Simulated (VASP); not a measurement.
Crystal: ZnSe (Stilleite).

```
Zn Se
1.0
     0.00000    2.83380    2.83380
     2.83380    0.00000    2.83380
     2.83380    2.83380    0.00000
Zn Se
1 1
Direct
  0.00000 0.00000 0.00000
  0.25000 0.25000 0.25000
```

Base run:

| Property | Result |
| --- | --- |
| Program | VASP 6.6.1 |
| Functional | PBEsol |
| Potentials or basis | VASP PAW PBE potentials, release 64 (Zn, Se) |
| Cutoff | 520 eV |
| k mesh | 6 × 6 × 6 |
| Occupations | gaussian, width 0.03 eV |
| Spin | no spin polarisation |

Its results: band gap on the k mesh 1.17 eV, direct; pressure -0.9 GPa.

Q: The run is repeated on the same cell with these changes: functional from PBEsol to PBE; further incar settings from ALGO = Normal; EDIFF = 1e-06 to ALGO = Fast; EDIFF = 1e-07. What comes out?

A: Band gap on the k mesh 1.29 eV, direct; pressure 2.4 GPa.

Caveats: the PAW data sets were made with another functional, which shifts forces and pressure a little (some runs).

A k mesh can miss the band edges.

Not every run made on this cell is shown here.
